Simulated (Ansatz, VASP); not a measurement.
# SnSe: VASP beside Ansatz

```
Sn Se
1.0
     4.36937    0.00000    0.00000
     0.00000    4.36937    0.00000
     0.00000    0.00000   11.20625
Sn Se
2 2
Direct
  0.00000 0.50000 0.62777
  0.50000 0.00000 0.37223
  0.00000 0.50000 0.38396
  0.50000 0.00000 0.61604
```

Alike in both runs: task single point; functional LDA; k mesh 6 × 6 × 3; occupations fermi-dirac, width 0.05 eV; no spin polarisation.

|  | VASP | Ansatz |
| --- | --- | --- |
| version | VASP 6.6.1 | Ansatz 0.2.0 |
| potentials or method | VASP PAW LDA potentials, release 64 (Sn_d, Se) | Ansatz PAW |
| plane-wave cutoff (eV) | 520 | 420 |
| valence electrons in the cell | 40 | 60 |

|  | VASP | Ansatz | Ansatz less VASP |
| --- | --- | --- | --- |
| gap on the k mesh at the Fermi level (eV) | 1.50 | 1.51 | +0.010 |
| least direct gap on the mesh (eV) | 1.50 | 1.51 | +0.010 |
| rms of the force components (eV/Å) | 0.265 | 0.276 | +0.0106 |

Atom by atom the forces differ by 0.011 eV/Å (rms over components). The two sets of potentials don't hold the same shells in valence.

Caveats: spin-orbit coupling is left out, which moves the levels of the heavy elements; odd divisions of the mesh miss points on the zone boundary, where band edges often lie, so the gap on the mesh can be too wide (Ansatz); the PAW data sets come from PBE, with cores solved anew for the run's functional, which leaves a small shift of forces and pressure (Ansatz).
